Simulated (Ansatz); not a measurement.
SnSe:

```
Sn Se
1.0
    11.42000    0.00000    0.00000
     0.00000    4.19000    0.00000
     0.00000    0.00000    4.46000
Sn Se
4 4
Direct
  0.87700 0.75000 0.90900
  0.62300 0.25000 0.40900
  0.37700 0.75000 0.59100
  0.12300 0.25000 0.09100
  0.64300 0.75000 0.98400
  0.85700 0.25000 0.48400
  0.14300 0.75000 0.51600
  0.35700 0.25000 0.01600
```

```yaml
Program: Ansatz 0.2.0
Task: single point
Functional: PBE
Potentials_or_basis: all-electron LAPW, scalar-relativistic
Cutoff: 257 eV (chosen from the basis error)
Basis_error_allowed: 0.001 eV/atom
k_mesh: 3 × 6 × 6
Occupations: fermi-dirac, width 0.05 eV
Spin: no spin polarisation
```

On this cell: pressure 2.4 GPa; largest force 0.309 eV/Å; band gap on the k mesh 0.54 eV, indirect (least direct gap 0.72 eV).

The same run follows on a disturbed copy (atoms moved at random, drawn with an rms of 0.05 Å):

```
CELL_PARAMETERS angstrom
11.42000 0.00000 0.00000
0.00000 4.19000 0.00000
0.00000 0.00000 4.46000
ATOMIC_POSITIONS crystal
Sn 0.87532 0.75014 0.90992
Sn 0.62557 0.24558 0.41107
Sn 0.37286 0.74919 0.59463
Sn 0.12656 0.26253 0.08547
Se 0.64479 0.76315 0.98880
Se 0.85588 0.25954 0.48444
Se 0.14295 0.75453 0.50909
Se 0.36049 0.23136 0.01167
```

Task: What changes?

Result: The energy moves by +10.1 meV/atom; pressure 3.1 GPa; largest force 0.684 eV/Å; band gap on the k mesh 0.60 eV, indirect (least direct gap 0.75 eV).

Forces in eV/Å, atoms in the order of the input:
```
Sn   0.501  0.062 -0.007
Sn  -0.583  0.136  0.059
Sn   0.649 -0.156 -0.150
Sn  -0.361 -0.067 -0.025
Se  -0.425 -0.168 -0.069
Se   0.520 -0.045  0.034
Se  -0.465 -0.031  0.030
Se   0.164  0.268  0.127
```

Stress tensor (GPa, compression positive):
```
5.36 0.13 0.01
0.13 2.08 0.60
0.01 0.60 1.95
```

Caveats: spin-orbit coupling is left out, which moves the levels of the heavy elements; an odd mesh through Γ misses points on the zone boundary, where band edges often lie.
